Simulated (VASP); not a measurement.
A run of VASP 6.6.1 is set up as follows.

The input INCAR:

```
SYSTEM = LiCl
PREC     = Accurate       ! precision mode
ENCUT    = 520            ! plane-wave cutoff, eV
EDIFF    = 1E-7           ! SCF threshold, eV
ISMEAR   = -1             ! smearing method
SIGMA    = 0.05           ! smearing width, eV
LREAL    = .FALSE.        ! projectors in reciprocal space
LASPH    = .TRUE.         ! aspherical terms in the spheres
NELM     = 80             ! most SCF steps
ALGO     = Normal         ! electronic algorithm
ISIF     = 2              ! what is computed and relaxed
LWAVE    = .FALSE.        ! write WAVECAR
LCHARG   = .FALSE.        ! write CHGCAR
GGA      = PE             ! functional
NBANDS   = 12             ! bands
```

KPOINTS

```
Automatic mesh
0
G
  9 9 9
  0 0 0
```

Contents of POSCAR:

```
LiCl
1.0
    0.0000000000      2.5647700000      2.5647700000
    2.5647700000      0.0000000000      2.5647700000
    2.5647700000      2.5647700000      0.0000000000
Cl Li
1 1
Direct
    0.4943580000      0.5200880000      0.4815940000
    0.0073810000     -0.0227180000      0.0035870000
```

Potentials or basis: VASP PAW PBE potentials, release 64 (Cl, Li_sv).

Run with:

```bash
$ cat potpaw_PBE.64/Cl/POTCAR potpaw_PBE.64/Li_sv/POTCAR > POTCAR
$ mpirun -np 1 vasp_std > vasp.out
```

Task: Predict the largest force.

Result: 0.088 eV/Å.

Task: Estimate the band gap on the k mesh.

Result: 6.33 eV, direct.

Forces on the atoms (eV/Å):
```
Cl  -0.035  0.063 -0.051
Li   0.035 -0.063  0.051
```

Caveat: an odd mesh through Γ misses points on the zone boundary, where band edges often lie.
